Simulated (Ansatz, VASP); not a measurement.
**TiAl3 in VASP and in Ansatz**

```
Ti Al
1.0
     3.98187    0.00000    0.00000
     0.00000    3.98187    0.00000
     0.00000    0.00000    3.98187
Ti Al
1 3
Direct
  0.00000 0.00000 0.00000
  0.00000 0.50000 0.50000
  0.50000 0.00000 0.50000
  0.50000 0.50000 0.00000
```

Change from the starting cell: volume scaled by 1.02.

Alike in both runs: task single point; functional PBEsol; k mesh 7 × 7 × 7; occupations fermi-dirac, width 0.05 eV; no spin polarisation.

```csv
,VASP,Ansatz
version,VASP 6.6.1,Ansatz 0.2.0
potentials or method,"VASP PAW PBE potentials, release 64 (Ti_sv, Al)",Ansatz PAW
plane-wave cutoff (eV),520,420
valence electrons in the cell,21,21
```

```csv
,VASP,Ansatz,Ansatz less VASP
gap on the k mesh at the Fermi level (eV),none,none,-
pressure (GPa),-2.6,-2.7,-0.10
```

A gap of «none» marks a metal or a gap that the smearing closes. The functional is the same, so the differences come from potentials, cutoffs and numerics.

Caveats: the PAW data sets were made with another functional, which shifts forces and pressure a little (VASP); the PAW data sets come from PBE, with cores solved anew for the run's functional, which leaves a small shift of forces and pressure (Ansatz).
